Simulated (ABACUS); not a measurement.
Se:

```
CELL_PARAMETERS angstrom
4.36620 0.00000 0.00000
-2.18310 3.78124 0.00000
0.00000 0.00000 4.95360
ATOMIC_POSITIONS crystal
Se 0.77460 0.77460 0.00000
Se 0.00000 0.22540 0.66667
Se 0.22540 0.00000 0.33333
```

```yaml
Program: ABACUS 3.10.1
Task: single point
Functional: PBE
Potentials_or_basis: PseudoDojo NC SR 0.4.1 PBE standard
Cutoff: 1361 eV
Density_cutoff: 5442 eV
Basis: DZP LCAO (the cutoffs set its grid)
k_mesh: 7 × 7 × 6
Occupations: fermi-dirac, width 0.05 eV
Spin: no spin polarisation
```

On this cell: pressure 4.6 GPa; largest force 0.996 eV/Å; band gap on the k mesh 1.17 eV, indirect (least direct gap 1.40 eV).

The same run follows on a disturbed copy (atoms moved at random, drawn with an rms of 0.05 Å):

```
CELL_PARAMETERS angstrom
4.36620 0.00000 0.00000
-2.18310 3.78124 0.00000
0.00000 0.00000 4.95360
ATOMIC_POSITIONS crystal
Se 0.77894 0.77804 0.00263
Se 0.00918 0.23606 0.65783
Se 0.22781 0.00178 0.32738
```

Problem. What does the disturbed cell give?

Solution. The energy moves by +2.1 meV/atom; pressure 4.3 GPa; largest force 1.191 eV/Å; band gap on the k mesh 0.90 eV, indirect (least direct gap 1.25 eV).

Forces in eV/Å, atoms in the order of the input:
```
Se  -0.652 -0.679 -0.645
Se  -0.511  0.559  0.416
Se   1.163  0.119  0.229
```

Stress tensor (GPa, compression positive):
```
3.88 0.30 0.64
0.30 2.39 1.66
0.64 1.66 6.71
```

Caveats: the atomic orbitals were generated for these runs and aren't a published set; an odd mesh through Γ misses points on the zone boundary, where band edges often lie; the basis of atomic orbitals isn't converged, which shifts pressures, moduli and gaps.
